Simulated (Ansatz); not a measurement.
# TiO2 (I4_1/amd):B_Ti, thermodynamic levels from a 48-atom cell

Charge states of B_Ti in TiO2 (I4_1/amd), set against the band edges. Model: a cell of 48 host atoms with 1 Ti taken out and 1 B put in.

Calculated with Ansatz 0.2.0; place-levels on r2SCAN runs: charge-transition levels and formation energies with image-charge correction and potential alignment at the atomic sites.

The experiments to compare with:

“Emerging giant resonant exciton induced by Ta-substitution in anatase TiO2: a tunable correlation effect” (2016, arxiv:1605.06887) quotes from earlier work for TiO2, anatase (literature value, sample not specified): band gap (indirect band gap, quoted experimental value) 3.2 eV [literature experimental gap quoted as input to the TDDFT kernel; sample and temperature …].

## Step 1: Set-up

The cell holds 48 atoms: 15 Ti, 32 O and 1 B. Its edges and angles: a = 7.556 Å, b = 7.556 Å, c = 9.583 Å, α = 90.0°, β = 90.0°, γ = 90.0°. It derives from TiO2 (space group I4_1/amd). Nearest the centre at fractional (0.750, 0.250, 0.500): B26 at 0.00 Å, O29 at 1.93 Å, O46 at 1.93 Å, O34 at 1.93 Å, O5 at 1.93 Å, O36 at 1.99 Å, O32 at 1.99 Å, Ti27 at 3.05 Å.

Structure file:

```xyz
48
Lattice="7.5557 0.0000 0.0000 0.0000 7.5557 0.0000 0.0000 0.0000 9.5835" Properties=species:S:1:pos:R:3 pbc="T T T"
Ti    0.0000    0.0000    0.0000
Ti    1.8889    1.8889    4.7917
Ti    0.0000    1.8889    2.3959
Ti    1.8889    0.0000    7.1876
O     0.0000    1.8889    4.3824
O     1.8889    0.0000    9.1741
O     0.0000    0.0000    1.9865
O     1.8889    1.8889    6.7782
O     0.0000    1.8889    0.4094
O     1.8889    0.0000    5.2011
O     0.0000    0.0000    7.5970
O     1.8889    1.8889    2.8052
Ti    0.0000    3.7779    0.0000
Ti    1.8889    5.6668    4.7917
Ti    0.0000    5.6668    2.3959
Ti    1.8889    3.7779    7.1876
O     0.0000    5.6668    4.3824
O     1.8889    3.7779    9.1741
O     0.0000    3.7779    1.9865
O     1.8889    5.6668    6.7782
O     0.0000    5.6668    0.4094
O     1.8889    3.7779    5.2011
O     0.0000    3.7779    7.5970
O     1.8889    5.6668    2.8052
Ti    3.7779    0.0000    0.0000
B     5.6668    1.8889    4.7917
Ti    3.7779    1.8889    2.3959
Ti    5.6668    0.0000    7.1876
O     3.7779    1.8889    4.3824
O     5.6668    0.0000    9.1741
O     3.7779    0.0000    1.9865
O     5.6668    1.8889    6.7782
O     3.7779    1.8889    0.4094
O     5.6668    0.0000    5.2011
O     3.7779    0.0000    7.5970
O     5.6668    1.8889    2.8052
Ti    3.7779    3.7779    0.0000
Ti    5.6668    5.6668    4.7917
Ti    3.7779    5.6668    2.3959
Ti    5.6668    3.7779    7.1876
O     3.7779    5.6668    4.3824
O     5.6668    3.7779    9.1741
O     3.7779    3.7779    1.9865
O     5.6668    5.6668    6.7782
O     3.7779    5.6668    0.4094
O     5.6668    3.7779    5.2011
O     3.7779    3.7779    7.5970
O     5.6668    5.6668    2.8052
```

Screening for the image-charge correction: ε∞ = (6.86, 6.86, 6.30), ε0 = (66.30, 66.30, 30.29), computed on the host (DFPT, PBEsol).

The cell's shortest repeat is 7.6 Å.

## Step 2: The runs of each charge state

A transition level is the Fermi level at which two charge states cost the same, so each charge needs its own total energy, at its own relaxed structure.

Random displacements of about 0.05 Å break the site symmetry at the start, so that the relaxation can reach a distorted minimum if there is one. Forces are taken at the zone centre alone. The cell holds 1 electron more than the neutral one, with a uniform background that keeps it neutral on the whole.

One of the inputs; charge, spin and start change from state to state.

Contents of qm1.relax/input.yaml:

```yaml
crystal:
  lattice:
    - [3.77786073, 0.0, 0.0]
    - [0.0, 3.77786073, 0.0]
    - [0.0, 0.0, 9.58347725]
  atoms:
    - { symbol: Ti, position: [0.0, 0.0, 0.0] }
    - { symbol: Ti, position: [0.5, 0.5, 0.5] }
    - { symbol: Ti, position: [0.0, 0.5, 0.25] }
    - { symbol: Ti, position: [0.5, 0.0, 0.75] }
    - { symbol: O, position: [0.0, 0.5, 0.45728385] }
    - { symbol: O, position: [0.5, 0.0, 0.95728385] }
    - { symbol: O, position: [0.0, 0.0, 0.20728385] }
    - { symbol: O, position: [0.5, 0.5, 0.70728385] }
    - { symbol: O, position: [0.0, 0.5, 0.04271615] }
    - { symbol: O, position: [0.5, 0.0, 0.54271615] }
    - { symbol: O, position: [0.0, 0.0, 0.79271615] }
    - { symbol: O, position: [0.5, 0.5, 0.29271615] }
  supercell: [2, 2, 1]
  defects: [{ substitution: { at: 25, symbol: B } }]
total_charge: -1
basis:
  ecutwfc: 500
  xc_grid: 2
hamiltonian:
  xc: r2scan
kpoints:
  mp_grid: { grid: [1, 1, 1] }
scf:
  occupations: { method: fixed }
  max_iter: 100
output:
  forces: true
  charged_corrections: { epsilon: [6.86, 6.86, 6.3], static_epsilon: [66.3, 66.3, 30.29] }
relax:
  f_tol: 0.02
  max_steps: 80
  random_displacement: { amplitude: 0.05, seed: 579 }
checkpoint:
  write: "../qm1.relax.run"
  compress: false
  write_wavefunctions: true
  write_every: 100000
```

Command:

```sh
$ ansatz run input.yaml --threads 4 --pin off --max-ram 6594MiB --backend cpu --events-out ev --progress --plain --runs-dir out
```

Defect states can disperse in a cell of this size, so the energy is taken again at a 2×2×2 shifted mesh, on the relaxed structure.

The run of this state that the levels use, under r2SCAN:

Contents of qm1.point/input.yaml:

```yaml
crystal:
  checkpoint: "../qm1.relax.run"
  host: checkpoint
total_charge: -1
basis:
  ecutwfc: 500
  xc_grid: 2
hamiltonian:
  xc: r2scan
kpoints:
  mp_grid: { grid: [2, 2, 2], shift: [0.5, 0.5, 0.5] }
scf:
  occupations: { method: fermi_dirac, width: 0.01 }
  max_iter: 100
output:
  forces: true
  eigenvalues: true
  charged_corrections:
    epsilon: [6.86, 6.86, 6.3]
    static_epsilon: [66.3, 66.3, 30.29]
    defect_position: [0.75, 0.25, 0.5]
  eigenstates: { localisation: true }
  populations: true
  band_densities: [{ bands: [v1, v1] }, { bands: [c1, c1] }]
  write_density: true
  write_potential: true
  volumetric_format: npy
checkpoint:
  read: "../qm1.relax.run"
  write: "../qm1.point.run"
  compress: false
  write_wavefunctions: false
  write_every: 100000
```

Relaxations under r2SCAN at the zone centre alone; times on 4 threads of Arm Neoverse V2, shared host:

| charge | moment (μB) | occupations | outcome | steps | largest displacement against the far atoms (Å) | time |
| --- | --- | --- | --- | --- | --- | --- |
| −1 | 0 | fixed | converged | 12 | 0.72 | 64 s |
| 0 | 1 | fixed | converged | 27 | 0.67 | 5.2 min |

Single points under r2SCAN at a 2×2×2 shifted mesh; times on 4 threads of Arm Neoverse V2, shared host:

| charge | moment (μB) | occupations | outcome | time |
| --- | --- | --- | --- | --- |
| −1 | 0 | fermi-dirac | converged | 56 s |
| 0 | 1 | fermi-dirac | converged | 2.4 min |

Distances (Å) from B26 to the nearest atoms after relaxation with r2SCAN:

| charge | moment (μB) | 1. | 2. | 3. | 4. | 5. | 6. |
| --- | --- | --- | --- | --- | --- | --- | --- |
| −1 | 0 | O 1.41 | O 1.42 | O 1.61 | O 1.61 | O 2.61 | O 2.62 |
| 0 | 1 | O 1.43 | O 1.45 | O 1.55 | O 1.56 | O 2.56 | O 2.59 |

## Step 3: Placing the levels, r2SCAN

A charged cell interacts with its images and the background, and its potential has another zero than the host's. place-levels removes the first by a point-charge model, screened by the static dielectric constant since the ions have relaxed around the charge, and the second by comparing potentials at atoms far from the defect.

The host is a run of the defect-free crystal in the same cutoffs, grids and k-points, so that basis and sampling errors cancel in part in the differences. The host is run in a cell of 12 atoms on a matching mesh. Its band edges are searched through the zone by a band path, so the gap is smaller than, or equal to, that on the mesh. Chemical potentials are energies per atom of Ti (hcp) and B (alpha-rhombohedral (B12)), run with the same functional and cutoff.

Contents of levels.point.yaml:

```yaml
host:
  run: host.point.run
states: [qm1.point.run, q0_M1.point.run]
geometry_from:
  qm1.point.run: qm1.relax.run
  q0_M1.point.run: q0_M1.relax.run
  host.point.run: host.relax.run
chemical_potentials:
  Ti:
    energy: -2504.370405
    dataset: "<sha256 of the dataset>"
  B:
    energy: -156.553983
    dataset: "<sha256 of the dataset>"
```

Command:

```sh
$ ansatz place-levels levels.point.yaml -- --threads 4 --pin off --max-ram 6594MiB
```

The program printed:

```text
(0/-1) 0.085 eV above the valence edge, 2.470 eV under the conduction edge
formation energy of charge 0: +7.729 eV with the Fermi level at the valence edge
formation energy of charge -1: +7.814 eV with the Fermi level at the valence edge
  edges by r2scan, gap 2.555 eV; the host is sampled to repeats of 21.37 Å
  the defect's cells are sampled to repeats of 21.37 Å, like sampling
  charge 0: +0.000 eV for its dipole among its images, +0.000 omitted
  charge -1: -55978.8042 eV with its correction of +0.328 eV, at epsilon [66.3, 66.3, 30.29], aligned at sites: -0.2867 eV, mean over 37 atomic sites at or beyond 3.78 Å from the defect at [0.7500, 0.2500, 0.5000], with +0.000000 for the charge's moments and [...]
  of states[1] (q0_M1.point.run): its alignment with the host at atomic sites is doubtful: the mean over the far sites moves by +0.0521 eV from their farther parts to their nearer, more than 0.05 eV. [...]
  of states[0] (qm1.point.run): how wide its charge is, is not read beside other atoms or cores, and a band state would take no correction. [...]
```

Elapsed: 0.12 s, on 4 threads of Arm Neoverse V2, shared host.

Under r2SCAN the gap is 2.56 eV, (0/−1) 0.09 eV.

Levels between the charges placed, in eV above the valence top:

|  | gap (eV) | (0/−1) |
| --- | --- | --- |
| r2SCAN | 2.56 | 0.09 |

Corrections by state:

| charge | moment (μB) | image terms and alignment (eV) | band filling (eV) | ε used | over the lowest of its charge, as the program ranks them, band filling apart (eV) |
| --- | --- | --- | --- | --- | --- |
| 0 | 1.0 | 0.000 | - | - | 0.000 |
| −1 | 0.0 | 0.328 | - | principal values (30.29, 66.30, 66.30) | 0.000 |

From the program's caveats on the states, each cut to its opening words:

- charge 0 (1 μB): its alignment with the host at atomic sites is doubtful: the mean over the far sites moves by +0.0521 eV from their farther parts to their nearer, more than [...]
- charge 0 (1 μB): its moments differ from the host's by 1.0 Bohr magnetons in all (their sizes sum to 1.0), and by over 0.25 at 2 of the sites, 1 far from the defect: check that [...]
- charge 0 (1 μB): its sublattices stand up to 0.0878 Å off the host's, which by the two runs' forces adds about +0.15 eV to its energy against the host's, and moves the band [...]
- charge 0 (1 μB): flagged: stability check not made
- charge −1: how wide its charge is, is not read beside other atoms or cores, and a band state would take no correction
- charge −1: its alignment with the host at atomic sites is doubtful: the mean over the far sites moves by +0.0735 eV from their farther parts to their nearer, more than [...]
- charge −1: the host's ions (past the first shell or, of a walk that freed a part, those that it held) aren't shown at rest: they stand up to 0.293 Å off their sites, 3.63 [...]
- charge −1: its sublattices stand up to 0.0591 Å off the host's, which by the two runs' forces adds about +0.10 eV to its energy against the host's, and moves the band [...]
- charge −1: its displacements don't fall off away from the defect: farther atoms stand 0.083 Å off the host's places

The host's formation energy from the elements is -3.332 eV per atom; it sets how far the chemical potentials can move.

Limit set by the element alone; other compounds of these elements are not counted. Chemical potentials from the elements' reference states: O 0.00 eV, Ti -10.00 eV, B 0.00 eV. Formation energy by charge state (O-rich; gap 2.56 eV):

| charge | at valence top (eV) | at conduction bottom (eV) | correction included (eV) |
| --- | --- | --- | --- |
| 0 | -2.27 | -2.27 | 0.00 |
| −1 | -2.18 | -4.74 | 0.33 |

| Fermi level (eV) | lowest formation energy (eV) |
| --- | --- |
| 0.00 | -2.27 |
| 0.23 | -2.41 |
| 0.46 | -2.65 |
| 0.70 | -2.88 |
| 0.93 | -3.11 |
| 1.16 | -3.34 |
| 1.39 | -3.58 |
| 1.63 | -3.81 |
| 1.86 | -4.04 |
| 2.09 | -4.27 |
| 2.32 | -4.51 |
| 2.56 | -4.74 |

Limit set by the element alone; other compounds of these elements are not counted. Chemical potentials from the elements' reference states: Ti 0.00 eV, O -5.00 eV, B 0.00 eV. Formation energies (Ti-rich), with the Fermi level at the valence top and at the conduction bottom (gap 2.56 eV):

| charge | at valence top (eV) | at conduction bottom (eV) | correction included (eV) |
| --- | --- | --- | --- |
| 0 | 7.73 | 7.73 | 0.00 |
| −1 | 7.81 | 5.26 | 0.33 |

```json
{"Fermi level (eV)": "0.00", "lowest formation energy (eV)": "7.73"}
{"Fermi level (eV)": "0.23", "lowest formation energy (eV)": "7.58"}
{"Fermi level (eV)": "0.46", "lowest formation energy (eV)": "7.35"}
{"Fermi level (eV)": "0.70", "lowest formation energy (eV)": "7.12"}
{"Fermi level (eV)": "0.93", "lowest formation energy (eV)": "6.89"}
{"Fermi level (eV)": "1.16", "lowest formation energy (eV)": "6.65"}
{"Fermi level (eV)": "1.39", "lowest formation energy (eV)": "6.42"}
{"Fermi level (eV)": "1.63", "lowest formation energy (eV)": "6.19"}
{"Fermi level (eV)": "1.86", "lowest formation energy (eV)": "5.96"}
{"Fermi level (eV)": "2.09", "lowest formation energy (eV)": "5.72"}
{"Fermi level (eV)": "2.32", "lowest formation energy (eV)": "5.49"}
{"Fermi level (eV)": "2.56", "lowest formation energy (eV)": "5.26"}
```

## Step 4: The same at the relaxations' own k-points

The relaxations' own energies give the levels at their sampling, for comparison.

levels.relax_mesh.yaml is levels.point.yaml with these lines changed:

```diff
-  run: host.point.run
-states: [qm1.point.run, q0_M1.point.run]
-geometry_from:
-  qm1.point.run: qm1.relax.run
-  q0_M1.point.run: q0_M1.relax.run
-  host.point.run: host.relax.run
+  run: host.relax.run
+states: [qm1.relax.run, q0_M1.relax.run]
```

Command:

```sh
$ ansatz place-levels levels.relax_mesh.yaml -- --threads 4 --pin off --max-ram 6594MiB
```

The program printed:

```text
(0/-1) 0.230 eV above the valence edge, 2.333 eV under the conduction edge
formation energy of charge 0: +7.244 eV with the Fermi level at the valence edge
formation energy of charge -1: +7.474 eV with the Fermi level at the valence edge
  edges by r2scan, gap 2.563 eV; the host is sampled to repeats of 7.56 Å
[... the lines on each state left out ...]
```

Levels between neighbouring charges, in eV above the valence top:

|  | gap (eV) | (0/−1) |
| --- | --- | --- |
| the zone centre alone | 2.56 | 0.23 |
| a 2×2×2 shifted mesh | 2.56 | 0.09 |

Going from the zone centre alone to a 2×2×2 shifted mesh moves the levels that carry no band-filling term by up to 0.14 eV and formation energies against the elements by up to 0.49 eV.

## Step 5: Levels against the band edges, PBE

PBE on the same structure is run to see how far the result rests on the functional, though not on the errors that semilocal functionals share; the sampling changes too, to the zone centre alone, so differences hold both changes.

Contents of qm1.pbe/input.yaml:

```yaml
crystal:
  checkpoint: "../qm1.relax.run"
  host: checkpoint
total_charge: -1
basis:
  ecutwfc: 420
  xc_grid: 2
hamiltonian:
  xc: pbe
kpoints:
  mp_grid: { grid: [1, 1, 1] }
scf:
  occupations: { method: fermi_dirac, width: 0.01 }
  max_iter: 100
output:
  forces: true
  eigenvalues: true
  charged_corrections:
    epsilon: [6.86, 6.86, 6.3]
    static_epsilon: [66.3, 66.3, 30.29]
    defect_position: [0.75, 0.25, 0.5]
checkpoint:
  write: "../qm1.pbe.run"
  compress: false
  write_wavefunctions: false
  write_every: 100000
```

Run time: 4.3 s. Hardware: 4 threads; peak memory 0.72 GiB.

Contents of levels.pbe.yaml:

```yaml
host:
  run: host.pbe.run
states: [qm1.pbe.run, q0_M1.pbe.run]
geometry_from:
  qm1.pbe.run: qm1.relax.run
  q0_M1.pbe.run: q0_M1.relax.run
  host.pbe.run: host.relax.run
chemical_potentials:
  Ti:
    energy: -2499.666776
    dataset: "<sha256 of the dataset>"
  B:
    energy: -155.914366
    dataset: "<sha256 of the dataset>"
```

Command:

```sh
$ ansatz place-levels levels.pbe.yaml -- --threads 4 --pin off --max-ram 6594MiB
```

The program printed:

```text
(0/-1) 0.089 eV above the valence edge, 2.080 eV under the conduction edge
formation energy of charge 0: +6.338 eV with the Fermi level at the valence edge
formation energy of charge -1: +6.427 eV with the Fermi level at the valence edge
  edges by pbe, gap 2.168 eV; the host is sampled to repeats of 7.56 Å
[... the lines on each state left out ...]
```

Wall time 0.12 s (4 threads).

Under PBE the gap is 2.17 eV, (0/−1) 0.09 eV.

## Step 6: Another choice

The levels are placed again with one choice changed, to see how much they rest on it.

levels.try0.yaml is levels.point.yaml with these lines changed:

```diff
+epsilon: [6.86, 6.86, 6.3]
+static_epsilon: [6.86, 6.86, 6.3]
```

Command:

```sh
$ ansatz place-levels levels.try0.yaml -- --threads 4 --pin off --max-ram 6594MiB
```

The program printed:

```text
(0/-1) 0.316 eV above the valence edge, 2.239 eV under the conduction edge
formation energy of charge 0: +7.729 eV with the Fermi level at the valence edge
formation energy of charge -1: +8.045 eV with the Fermi level at the valence edge
  edges by r2scan, gap 2.555 eV; the host is sampled to repeats of 21.37 Å
[... the lines on each state left out ...]
```

The change: the electronic dielectric constant for relaxed ions.

Levels in eV above the valence top; the changed ones are not the defect's:

|  | gap (eV) | (0/−1) |
| --- | --- | --- |
| changed | 2.56 | 0.32 |
| as set up | 2.56 | 0.09 |

The largest shift is 0.23 eV.

## Step 7: Side by side

Levels between neighbouring charges, in eV above each run's own valence top:

|  | gap (eV) | (0/−1) | CPU time a state at this stage (restarts are quicker than cold starts) |
| --- | --- | --- | --- |
| r2SCAN, 2×2×2 shifted mesh | 2.56 | 0.09 | 6.3 min |
| PBE on r2SCAN structures, zone centre alone | 2.17 | 0.09 | 35 s |

## Step 8: Summary of results

| Property | Result |
| --- | --- |
| gap of the host | 2.56 eV (r2SCAN) |
| level (0/minus 1) | 0.09 eV above the valence top |
| lowest of the charges placed, just above the valence top (0.02 eV) | 0 |
| lowest of the charges placed, just below the conduction bottom (0.02 eV) | −1 |
| lowest formation energy at mid-gap of the charges run, O-rich | -3.46 eV |
| lowest formation energy at mid-gap of the charges run, Ti-rich | 6.54 eV |

Of the charges placed (−1 and 0), the lowest changes at 0.09 eV (0/−1) above the valence top, in a gap of 2.56 eV. (0/−1) lies nearer to a band edge than the share of the finite-size correction in it (0.33 eV), and that correction holds for a localised charge alone. (0/−1) lies 0.09 eV from a band edge, less than the doubt on such levels. Charges above 0 and below −1 were not placed, so these runs say nothing of levels that involve them. States placed: 0 at 1 μB; −1 at 0 μB. Other spin states or structures, where not listed, weren't placed. B is taken at its element; compounds, which aren't counted here, bound the chemical potentials and would shift these formation energies. The lowest formation energy (O-rich) is negative across the gap, so the defect would form by itself: these chemical potentials lie beyond what competing compounds allow, or the host is unstable against it. Going from the zone centre alone to a 2×2×2 shifted mesh moves the levels that carry no band-filling term by up to 0.14 eV and formation energies against the elements by up to 0.49 eV. The program doubts the alignment of potentials for at least one state, a sign that the cell is small. What this leaves open: the images are only 7.6 Å apart; r2SCAN makes the gap too small and tends to spread out bound carriers; where a gas molecule sets a chemical potential or the host's formation energy, its binding is uncorrected; force components of up to 0.60 eV/Å remain in a run at the final settings.

Calculation against experiment:

| quantity | measured | PBE | r2SCAN |
| --- | --- | --- | --- |
| band gap (least gap of the host) (eV) | 3.2 | 2.17 (-1.03 eV) | 2.56 (-0.64 eV) |

Measured values from arxiv:1605.06887 (2016).

How well it matches: For the band gap, of the levels listed nearest comes r2SCAN (-0.64 eV, a clear miss) and farthest PBE (-1.03 eV, a clear miss). Local and semilocal functionals usually give gaps below the measured ones. Zero-point and thermal motion shift the measured gap.

[Logs are printed without paths, hosts, clocks, repeated set-up lines and the standing remarks that a program may print on its own settings, such as how far it seeks lower states.]

[Hosts, paths, dates, database ids (printed as entryN), source tags and the programs' standing remarks are cut or masked in the printed files.]

[Where a table of states has a column of steps, it counts the stored structures, which are thinned; the runs took as many ionic steps or more.]

[A defect's name tells the site on which it was built; relaxed atoms can leave that site.]

[For some hosts the program warned that the k-mesh of the response run may be too coarse for force constants and the static dielectric constant; such warnings are not shown here.]
